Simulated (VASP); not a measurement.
Input of a VASP 6.6.1 run:

The input INCAR:

```
  ALGO = Normal
  EDIFF = 1E-7
  EDIFFG = -0.005
  ENCUT = 600
  GGA = PE
  IBRION = 2
  ISIF = 3
  ISMEAR = 0
  IVDW = 12
  KPAR = 4
  LASPH = T
  LATTICE_CONSTRAINTS = .TRUE. .TRUE. .FALSE.
  LCHARG = F
  LREAL = F
  LWAVE = F
  NELM = 120
  NSW = 60
  PREC = Accurate
  SIGMA = 0.03
```

Contents of KPOINTS:

```
k-points
0
Gamma
  12 12 1
```

File POSCAR:

```
ZrSe2
1.0
    3.7800000000      0.0000000000      0.0000000000
   -1.8900000000      3.2735760300      0.0000000000
    0.0000000000      0.0000000000     19.1600000000
Se Zr
2 1
Direct
    0.3333330000      0.6666670000      0.4175365300
    0.6666670000      0.3333330000      0.5824634700
    0.0000000000      0.0000000000      0.5000000000
```

Potentials or basis: VASP PAW PBE potentials, release 64 (Se, Zr_sv).

Launch:

```console
$ cat potpaw_PBE.64/Se/POTCAR potpaw_PBE.64/Zr_sv/POTCAR > POTCAR
$ mpirun -np 4 vasp_std > vasp.out
```

Predict the space group after relaxing (to 0.05 Å).

P-3m1 (No. 164).

Estimate the relaxed volume.

77.99 Å³/atom.

Predict the relaxed cell.

a = 3.755 Å, b = 3.755 Å, c = 19.160 Å, α = 90.00°, β = 90.00°, γ = 120.00°.

Step by step:
```tsv
step	energy change (eV)	largest force (eV/Å)	pressure (GPa)	volume (Å³)
1	0.0000	0.0414	-0.12	237.09
2	-0.0015	0.1140	0.13	234.58
3	-0.0015	0.1013	0.09	235.01
4	-0.0023	0.0622	0.05	234.61
5	-0.0028	0.0084	-0.01	233.88
6	-0.0028	0.0009	0.00	233.98
```
